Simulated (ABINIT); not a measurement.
## AgBr (Fm-3m): a self-consistent loop beyond G0W0, cycle by cycle

Aim: iterate the self-energy on AgBr (Fm-3m) and follow the gap from cycle to cycle.

Method: LDA and many-body steps on it, plane waves, in ABINIT 10.8.3.

Most raw output is cut from this account.

The database entry behind the starting cell differs from later determinations by our own check (about 0.6 % short of the room-temperature cell), so it need not match the best structure at ambient conditions.

### Step 1. Starting point

Symmetry: Fm-3m, No. 225, cubic system. Conventional cell: a = 5.740 Å, b = 5.740 Å, c = 5.740 Å, α = 90.00°, β = 90.00°, γ = 90.00°. Nearest to Ag lie 6 Br at 2.87 Å. Nearest to Br lie 6 Ag at 2.87 Å. Farther neighbours and most contacts between anions are not listed.

The cell and positions come from the Crystallography Open Database and are kept as given unless a step says otherwise.

### Step 2. Empty states on the mesh, 4×4×4 mesh, 76 bands

This step: ABINIT 10.8.3; DFT, LDA, plane waves, norm-conserving pseudopotentials.

The sums over transitions need many empty states on a uniform mesh; this step solves for them.

run.abi

```
acell 3*1.0 Angstrom
rprim 
  -0.000000000000 2.870150000000 2.870150000000
  2.870150000000 0.000000000000 2.870150000000
  2.870150000000 2.870150000000 0.000000000000
ntypat 2
znucl 47 35
natom 2
typat 1 2
xred 
  0.000000000000 0.000000000000 0.000000000000
  0.500000000000 0.500000000000 0.500000000000
pp_dirpath "pseudos"
pseudos "Ag.upf, Br.upf"
ecut 39
ngkpt 4 4 4
nshiftk 1
shiftk 0 0 0
kptopt 1
chksymbreak 0
iscf -2
irdden 1
istwfk *1
nband 76
nbdbuf 6
tolwfr 1e-09
nstep 60
prtvol 0
indata_prefix "in"
outdata_prefix "out"
tmpdata_prefix "tmp"
```

Started as:

```
OMP_NUM_THREADS=1 mpirun -n 8 abinit run.abi > log
```

It took 12 s on 8 MPI ranks of Arm Neoverse V1, shared host; peak memory 0.54 GiB.

Numbers from this step:

```
gap                                                           : 0.3742 eV
k of the valence top                                          : 0.5, 0, 0
k of the conduction bottom                                    : 0, 0, 0
least direct gap                                              : 2.306 eV
k points computed                                             : 8
lowest point of the top converged band, above the valence top : 58.2658 eV
```

On this mesh the gap is 0.374 eV.

The density comes from a self-consistent run that is not shown.

### Step 3. Screening, 4×4×4 mesh, 70 bands, screening to 130.6 eV

The RPA dielectric matrix is built and inverted for each q.

This step: RPA screening on LDA, plane waves, norm-conserving pseudopotentials.

run.abi: that of step 2 with these lines changed.

```diff
@@ -20,10 +20,11 @@
 chksymbreak 0
-iscf -2
-irdden 1
 istwfk *1
-nband 76
-nbdbuf 6
-tolwfr 1e-09
-nstep 60
-prtvol 0
+occopt 1
+irdwfk 1
+optdriver 3
+nband 70
+ecuteps 4.8
+inclvkb 2
+awtr 1
+symchi 1
 indata_prefix "in"
```

Run time: 13 s. Hardware: 8 MPI ranks; peak memory 1.3 GiB; 1.8 min of CPU time.

This step gave:

* ε∞ with local fields, on this mesh, along the program's q direction: 7.750
* the same without local fields: 8.299
* plasma frequency: 27.53 eV
* plane waves in the screening matrix: 169

Local fields lower ε∞ by 7 %. On a Γ-centred mesh this coarse the value itself is usually too large, while a short band sum pulls it down.

### Step 4. G0W0

The self-energy is evaluated for the states that the input lists, and the levels follow from it, in one-shot runs by the linearised quasiparticle equation.

This step: G0W0 on LDA, plane waves, norm-conserving pseudopotentials.

run.abi: that of step 3 with these lines changed.

```diff
@@ -23,8 +23,17 @@
 irdwfk 1
-optdriver 3
+optdriver 4
 nband 70
+gwcalctyp 0
+ecutsigx 39
+symsigma 1
+nkptgw 2
+kptgw 
+  0.5000000000 0.0000000000 0.0000000000
+  0.0000000000 0.0000000000 0.0000000000
+bdgw 
+  12 15
+  11 17
 ecuteps 4.8
-inclvkb 2
-awtr 1
-symchi 1
+irdscr 1
+ppmodel 1
 indata_prefix "in"
```

Elapsed: 4.8 s, on 8 MPI ranks; peak memory 1.3 GiB.

This step gave:

| Property | Result |
| --- | --- |
| G0W0 gap on the points computed | 1.648 eV |
| starting gap on the mesh | 0.3742 eV |
| k of the valence top | 0.5, 0, 0 |
| k of the conduction bottom | 0, 0, 0 |
| Z at the valence top | 0.796 |
| Z at the conduction bottom | 0.824 |
| least direct G0W0 gap on the computed points | 3.687 eV |

The gap on the mesh goes from 0.37 eV to 1.65 eV, a correction of +1.27 eV.

### Step 5. evGW0, cycle 1

This step: evGW0 on LDA, plane waves, norm-conserving pseudopotentials.

run.abi: that of step 4 with these lines changed.

```diff
@@ -25,12 +25,24 @@
 nband 70
-gwcalctyp 0
+gwcalctyp 10
 ecutsigx 39
 symsigma 1
-nkptgw 2
+nkptgw 8
 kptgw 
+  0.0000000000 0.0000000000 0.0000000000
+  0.2500000000 0.0000000000 0.0000000000
   0.5000000000 0.0000000000 0.0000000000
-  0.0000000000 0.0000000000 0.0000000000
+  0.2500000000 0.2500000000 0.0000000000
+  0.5000000000 0.2500000000 0.0000000000
+  -0.2500000000 0.2500000000 0.0000000000
+  0.5000000000 0.5000000000 0.0000000000
+  -0.2500000000 0.5000000000 0.2500000000
 bdgw 
-  12 15
-  11 17
+  6 21
+  6 21
+  6 21
+  6 21
+  6 21
+  6 21
+  6 21
+  6 21
 ecuteps 4.8
```

It took 48 s on 8 MPI ranks; peak memory 2.9 GiB; 6.4 min of CPU time.

Numbers from this step:

| Property | Result |
| --- | --- |
| quasiparticle gap on the mesh | 1.943 eV |
| gap of the density functional on the mesh | 0.3742 eV |
| k of the valence top | 0.5, 0, 0 |
| k of the conduction bottom | 0, 0, 0 |
| Z at the valence top | 0.796 |
| Z at the conduction bottom | 0.824 |
| least direct quasiparticle gap on the computed points | 4.01 eV |

Against G0W0 in ABINIT (4×4×4 mesh, 70 bands, screening to 130.6 eV, Godby-Needs plasmon pole), the gap moves by +0.295 eV. This first cycle still uses the starting levels; it takes the full correction, at all points of the mesh, and its linearised value is 1.648 eV.

### Step 6. evGW0, cycle 2

The corrected levels of the last cycle go back in.

run.abi: that of step 5 with these lines changed.

```diff
@@ -50,2 +50,3 @@
 ppmodel 1
+irdqps 1
 indata_prefix "in"
```

It took 50 s on 8 MPI ranks; peak memory 2.9 GiB; 6.5 min of CPU time.

Numbers from this step:

* quasiparticle gap on the mesh: 1.837 eV
* gap of the density functional on the mesh: 0.3742 eV
* k of the valence top: 0.5, 0, 0
* k of the conduction bottom: 0, 0, 0
* least direct quasiparticle gap on the computed points: 3.865 eV

Against the cycle before, the gap moves by −0.106 eV.

### Step 7. evGW0, cycle 3

run.abi is that of step 6.

It took 49 s on 8 MPI ranks; peak memory 2.9 GiB; 6.5 min of CPU time.

Numbers from this step:

```yaml
quasiparticle_gap_on_the_mesh: 1.843 eV
gap_of_the_density_functional_on_the_mesh: 0.3742 eV
k_of_the_valence_top: 0.5, 0, 0
k_of_the_conduction_bottom: 0, 0, 0
least_direct_quasiparticle_gap_on_the_computed_points: 3.878 eV
```

Against the cycle before, the gap moves by +0.006 eV.

### Step 8. Screening, 4×4×4 mesh, 70 bands, screening to 130.6 eV

This step: RPA screening on LDA, plane waves, norm-conserving pseudopotentials.

run.abi

```
acell 3*1.0 Angstrom
rprim 
  -0.000000000000 2.870150000000 2.870150000000
  2.870150000000 0.000000000000 2.870150000000
  2.870150000000 2.870150000000 0.000000000000
ntypat 2
znucl 47 35
natom 2
typat 1 2
xred 
  0.000000000000 0.000000000000 0.000000000000
  0.500000000000 0.500000000000 0.500000000000
pp_dirpath "pseudos"
pseudos "Ag.upf, Br.upf"
ecut 39
ngkpt 4 4 4
nshiftk 1
shiftk 0 0 0
kptopt 1
chksymbreak 0
istwfk *1
occopt 1
irdwfk 1
optdriver 3
nband 70
ecuteps 4.8
inclvkb 2
awtr 1
symchi 1
gwcalctyp 10
mbpt_sciss 1.585 eV
nqptdm 1
qptdm 
  0 0 0
indata_prefix "in"
outdata_prefix "out"
tmpdata_prefix "tmp"
```

It took 4.2 s on 8 MPI ranks; peak memory 1 GiB; 32 s of CPU time.

This step gave:

```
ε∞ with local fields, on this mesh, along the program's q direction : 6.044
the same without local fields                                       : 6.458
plasma frequency                                                    : 27.53 eV
plane waves in the screening matrix                                 : 169
```

This screening uses the functional's bands under a rigid shift, the mean opening of the cycle before.

### Step 9. Screening, 4×4×4 mesh, 70 bands, screening to 130.6 eV

This step: RPA screening on LDA from quasiparticle energies, plane waves, norm-conserving pseudopotentials.

run.abi: that of step 8 with these lines changed.

```diff
@@ -29,7 +29,13 @@
 symchi 1
+irdqps 1
 gwcalctyp 10
-mbpt_sciss 1.585 eV
-nqptdm 1
+nqptdm 7
 qptdm 
-  0 0 0
+  0.2500000000 0.0000000000 0.0000000000
+  0.5000000000 0.0000000000 0.0000000000
+  0.2500000000 0.2500000000 0.0000000000
+  0.5000000000 0.2500000000 0.0000000000
+  -0.2500000000 0.2500000000 0.0000000000
+  0.5000000000 0.5000000000 0.0000000000
+  -0.2500000000 0.5000000000 0.2500000000
 indata_prefix "in"
```

mrgscr.stdin

```
2
merged
q0_SCR
out_SCR
1
```

Started as:

```
OMP_NUM_THREADS=1 mpirun -n 8 abinit run.abi > log; mrgscr < mrgscr.stdin
```

Wall time 12 s (8 MPI ranks); peak memory 1.2 GiB; 92 s of CPU time.

Numbers from this step:

```
plasma frequency                    : 27.53 eV
plane waves in the screening matrix : 169
```

This screening reads the quasiparticle levels of the cycle before.

### Step 10. evGW, cycle 1

This step: evGW on LDA, plane waves, norm-conserving pseudopotentials.

run.abi: that of step 9 with these lines changed.

```diff
@@ -23,12 +23,10 @@
 irdwfk 1
-optdriver 3
+optdriver 4
 nband 70
-ecuteps 4.8
-inclvkb 2
-awtr 1
-symchi 1
-irdqps 1
 gwcalctyp 10
-nqptdm 7
-qptdm 
+ecutsigx 39
+symsigma 1
+nkptgw 8
+kptgw 
+  0.0000000000 0.0000000000 0.0000000000
   0.2500000000 0.0000000000 0.0000000000
@@ -40,2 +38,15 @@
   -0.2500000000 0.5000000000 0.2500000000
+bdgw 
+  6 21
+  6 21
+  6 21
+  6 21
+  6 21
+  6 21
+  6 21
+  6 21
+ecuteps 4.8
+irdscr 1
+ppmodel 1
+irdqps 1
 indata_prefix "in"
```

Started as:

```
OMP_NUM_THREADS=1 mpirun -n 8 abinit run.abi > log
```

It took 48 s on 8 MPI ranks; peak memory 2.9 GiB; 6.4 min of CPU time.

This step gave:

- quasiparticle gap on the mesh: 2.152 eV
- gap of the density functional on the mesh: 0.3742 eV
- k of the valence top: 0.5, 0, 0
- k of the conduction bottom: 0, 0, 0
- least direct quasiparticle gap on the computed points: 4.185 eV

Against G0W0 in ABINIT (4×4×4 mesh, 70 bands, screening to 130.6 eV, Godby-Needs plasmon pole), the gap moves by +0.504 eV.

### Step 11. Screening, 4×4×4 mesh, 70 bands, screening to 130.6 eV

This step: RPA screening on LDA, plane waves, norm-conserving pseudopotentials.

run.abi

```
acell 3*1.0 Angstrom
rprim 
  -0.000000000000 2.870150000000 2.870150000000
  2.870150000000 0.000000000000 2.870150000000
  2.870150000000 2.870150000000 0.000000000000
ntypat 2
znucl 47 35
natom 2
typat 1 2
xred 
  0.000000000000 0.000000000000 0.000000000000
  0.500000000000 0.500000000000 0.500000000000
pp_dirpath "pseudos"
pseudos "Ag.upf, Br.upf"
ecut 39
ngkpt 4 4 4
nshiftk 1
shiftk 0 0 0
kptopt 1
chksymbreak 0
istwfk *1
occopt 1
irdwfk 1
optdriver 3
nband 70
ecuteps 4.8
inclvkb 2
awtr 1
symchi 1
gwcalctyp 10
mbpt_sciss 1.941 eV
nqptdm 1
qptdm 
  0 0 0
indata_prefix "in"
outdata_prefix "out"
tmpdata_prefix "tmp"
```

The job ended after 4.2 s (8 MPI ranks; peak memory 1 GiB).

This step gave:

```
ε∞ with local fields, on this mesh, along the program's q direction : 5.788
the same without local fields                                       : 6.181
plasma frequency                                                    : 27.53 eV
plane waves in the screening matrix                                 : 169
```

This screening uses the functional's bands under a rigid shift, the mean opening of the cycle before.

### Step 12. Screening, 4×4×4 mesh, 70 bands, screening to 130.6 eV

This step: RPA screening on LDA from quasiparticle energies, plane waves, norm-conserving pseudopotentials.

run.abi: that of step 11 with these lines changed.

```diff
@@ -29,7 +29,13 @@
 symchi 1
+irdqps 1
 gwcalctyp 10
-mbpt_sciss 1.941 eV
-nqptdm 1
+nqptdm 7
 qptdm 
-  0 0 0
+  0.2500000000 0.0000000000 0.0000000000
+  0.5000000000 0.0000000000 0.0000000000
+  0.2500000000 0.2500000000 0.0000000000
+  0.5000000000 0.2500000000 0.0000000000
+  -0.2500000000 0.2500000000 0.0000000000
+  0.5000000000 0.5000000000 0.0000000000
+  -0.2500000000 0.5000000000 0.2500000000
 indata_prefix "in"
```

mrgscr.stdin is that of step 9.

Started as:

```
OMP_NUM_THREADS=1 mpirun -n 8 abinit run.abi > log; mrgscr < mrgscr.stdin
```

It took 12 s on 8 MPI ranks; peak memory 1.2 GiB.

Numbers from this step:

| Item | Value |
| --- | --- |
| plasma frequency | 27.53 eV |
| plane waves in the screening matrix | 169 |

This screening reads the quasiparticle levels of the cycle before.

### Step 13. evGW, cycle 2

This step: evGW on LDA, plane waves, norm-conserving pseudopotentials.

run.abi: that of step 12 with these lines changed.

```diff
@@ -23,12 +23,10 @@
 irdwfk 1
-optdriver 3
+optdriver 4
 nband 70
-ecuteps 4.8
-inclvkb 2
-awtr 1
-symchi 1
-irdqps 1
 gwcalctyp 10
-nqptdm 7
-qptdm 
+ecutsigx 39
+symsigma 1
+nkptgw 8
+kptgw 
+  0.0000000000 0.0000000000 0.0000000000
   0.2500000000 0.0000000000 0.0000000000
@@ -40,2 +38,15 @@
   -0.2500000000 0.5000000000 0.2500000000
+bdgw 
+  6 21
+  6 21
+  6 21
+  6 21
+  6 21
+  6 21
+  6 21
+  6 21
+ecuteps 4.8
+irdscr 1
+ppmodel 1
+irdqps 1
 indata_prefix "in"
```

Started as:

```
OMP_NUM_THREADS=1 mpirun -n 8 abinit run.abi > log
```

Elapsed: 49 s, on 8 MPI ranks; peak memory 2.9 GiB.

Numbers from this step:

```
quasiparticle gap on the mesh                         : 2.204 eV
gap of the density functional on the mesh             : 0.3742 eV
k of the valence top                                  : 0.5, 0, 0
k of the conduction bottom                            : 0, 0, 0
least direct quasiparticle gap on the computed points : 4.232 eV
```

Against the cycle before, the gap moves by +0.052 eV.

### Step 14. Screening, 4×4×4 mesh, 70 bands, screening to 130.6 eV

This step: RPA screening on LDA, plane waves, norm-conserving pseudopotentials.

run.abi

```
acell 3*1.0 Angstrom
rprim 
  -0.000000000000 2.870150000000 2.870150000000
  2.870150000000 0.000000000000 2.870150000000
  2.870150000000 2.870150000000 0.000000000000
ntypat 2
znucl 47 35
natom 2
typat 1 2
xred 
  0.000000000000 0.000000000000 0.000000000000
  0.500000000000 0.500000000000 0.500000000000
pp_dirpath "pseudos"
pseudos "Ag.upf, Br.upf"
ecut 39
ngkpt 4 4 4
nshiftk 1
shiftk 0 0 0
kptopt 1
chksymbreak 0
istwfk *1
occopt 1
irdwfk 1
optdriver 3
nband 70
ecuteps 4.8
inclvkb 2
awtr 1
symchi 1
gwcalctyp 10
mbpt_sciss 1.998 eV
nqptdm 1
qptdm 
  0 0 0
indata_prefix "in"
outdata_prefix "out"
tmpdata_prefix "tmp"
```

It took 4.2 s on 8 MPI ranks; peak memory 1 GiB; 33 s of CPU time.

This step gave:

| Quantity | Value |
| --- | --- |
| ε∞ with local fields, on this mesh, along the program's q direction | 5.750 |
| the same without local fields | 6.139 |
| plasma frequency | 27.53 eV |
| plane waves in the screening matrix | 169 |

This screening uses the functional's bands under a rigid shift, the mean opening of the cycle before.

### Step 15. Screening, 4×4×4 mesh, 70 bands, screening to 130.6 eV

This step: RPA screening on LDA from quasiparticle energies, plane waves, norm-conserving pseudopotentials.

run.abi: that of step 14 with these lines changed.

```diff
@@ -29,7 +29,13 @@
 symchi 1
+irdqps 1
 gwcalctyp 10
-mbpt_sciss 1.998 eV
-nqptdm 1
+nqptdm 7
 qptdm 
-  0 0 0
+  0.2500000000 0.0000000000 0.0000000000
+  0.5000000000 0.0000000000 0.0000000000
+  0.2500000000 0.2500000000 0.0000000000
+  0.5000000000 0.2500000000 0.0000000000
+  -0.2500000000 0.2500000000 0.0000000000
+  0.5000000000 0.5000000000 0.0000000000
+  -0.2500000000 0.5000000000 0.2500000000
 indata_prefix "in"
```

mrgscr.stdin is that of step 12.

Started as:

```
OMP_NUM_THREADS=1 mpirun -n 8 abinit run.abi > log; mrgscr < mrgscr.stdin
```

It took 11 s on 8 MPI ranks; peak memory 1.2 GiB.

This step gave:

- plasma frequency: 27.53 eV
- plane waves in the screening matrix: 169

This screening reads the quasiparticle levels of the cycle before.

### Step 16. evGW, cycle 3

This step: evGW on LDA, plane waves, norm-conserving pseudopotentials.

run.abi: that of step 15 with these lines changed.

```diff
@@ -23,12 +23,10 @@
 irdwfk 1
-optdriver 3
+optdriver 4
 nband 70
-ecuteps 4.8
-inclvkb 2
-awtr 1
-symchi 1
-irdqps 1
 gwcalctyp 10
-nqptdm 7
-qptdm 
+ecutsigx 39
+symsigma 1
+nkptgw 8
+kptgw 
+  0.0000000000 0.0000000000 0.0000000000
   0.2500000000 0.0000000000 0.0000000000
@@ -40,2 +38,15 @@
   -0.2500000000 0.5000000000 0.2500000000
+bdgw 
+  6 21
+  6 21
+  6 21
+  6 21
+  6 21
+  6 21
+  6 21
+  6 21
+ecuteps 4.8
+irdscr 1
+ppmodel 1
+irdqps 1
 indata_prefix "in"
```

Started as:

```
OMP_NUM_THREADS=1 mpirun -n 8 abinit run.abi > log
```

Run time: 48 s. Hardware: 8 MPI ranks; peak memory 2.9 GiB; 6.3 min of CPU time.

Numbers from this step:

- quasiparticle gap on the mesh: 2.211 eV
- gap of the density functional on the mesh: 0.3742 eV
- k of the valence top: 0.5, 0, 0
- k of the conduction bottom: 0, 0, 0
- least direct quasiparticle gap on the computed points: 4.239 eV

Against the cycle before, the gap moves by +0.007 eV.

### Step 17. The runs together

Times are wall times on 8 MPI ranks of Arm Neoverse V1, shared host, good to a factor of about two. A run's time includes the screening step that it read.

| run | mesh | bands | screening cutoff (eV) | DFT gap (eV) | gap on the mesh (eV) | direct (eV) | ε∞ used | time |
| --- | --- | --- | --- | --- | --- | --- | --- | --- |
| G0W0 | 4×4×4 | 70 | 130.6 | 0.374 | 1.648 | 3.687 | 7.75 | 18 s |
| evGW0, cycle 1 | 4×4×4 | 70 | 130.6 | 0.374 | 1.943 | 4.010 | 7.75 | 62 s |
| evGW0, cycle 2 | 4×4×4 | 70 | 130.6 | 0.374 | 1.837 | 3.865 | 7.75 | 63 s |
| evGW0, cycle 3 | 4×4×4 | 70 | 130.6 | 0.374 | 1.843 | 3.878 | 7.75 | 63 s |
| evGW, cycle 1 | 4×4×4 | 70 | 130.6 | 0.374 | 2.152 | 4.185 | 6.04 | 64 s |
| evGW, cycle 2 | 4×4×4 | 70 | 130.6 | 0.374 | 2.204 | 4.232 | 5.79 | 66 s |
| evGW, cycle 3 | 4×4×4 | 70 | 130.6 | 0.374 | 2.211 | 4.239 | 5.75 | 63 s |

### Step 18. Results

```yaml
g0w0: 1.648 eV
evgw0_cycle_1: 1.943 eV
evgw0_cycle_2: 1.837 eV
evgw0_cycle_3: 1.843 eV
evgw_cycle_1: 2.152 eV
evgw_cycle_2: 2.204 eV
evgw_cycle_3: 2.211 eV
known_limits: not at the basis limit; d shell near the gap, gap tends to lie low; no spin-orbit coupling; coarse k mesh
```

Only the bands that the input lists are updated; the others, empty or deep, keep the functional's energies or take a rigid shift. The evGW loop starts from the last levels of evGW0, so its cycles and time come on top of those. evGW0 ends at 1.84 eV, +0.20 eV from G0W0, after 3 cycles that took 2.4 min beside the first screening; the last moved the gap by 0.006 eV. evGW ends at 2.21 eV, +0.56 eV from G0W0, after 3 cycles that took 3.2 min beside the first screening; the last moved the gap by 0.007 eV. The first cycle of evGW0 takes the full correction, without the factor Z, so it overshoots the one-shot value. Bands and cutoff are finite, so the gap is not at the basis limit. The miss can reach some tenths of an eV and take either sign; the mesh is an error of its own. The 4×4×4 mesh is coarse for this cell, which bears on the long-range parts of exchange and screening. In the updated screening the q = 0 part is built from Kohn-Sham bands under a rigid shift, the other q from the quasiparticle levels. A d shell, filled or nearly so, lies near the gap. One-shot GW converges very slowly in bands there, not always from below, and on a semilocal start the gap tends to come out low; starts rich in exact exchange can overshoot instead. The many-body steps are scalar-relativistic: spin-orbit coupling is not in them.

[Paths, hosts, dates, memory and timing lines, banners, echoed tables and standing remarks are left out of the program output.]

[Logs are printed without paths, hosts, clocks, repeated set-up lines and the standing remarks that a program may print on its own settings, such as how far it seeks lower states.]

[Runs of the session that timed out or met a known fault of the program may be left out.]

[Hosts, paths, dates, database ids (printed as entryN), source tags and the programs' standing remarks are cut or masked in the printed files.]

[G0W0 gaps are taken among the corrected bands and points alone; a level outside them can change the order at an edge.]

[Where Ansatz stands beside ABINIT at settings called matched, ABINIT's density can come from a denser mesh and the files from another edition; pairs whose starting gaps differed by over 0.03 eV were left out, so agreement reads better than it is.]
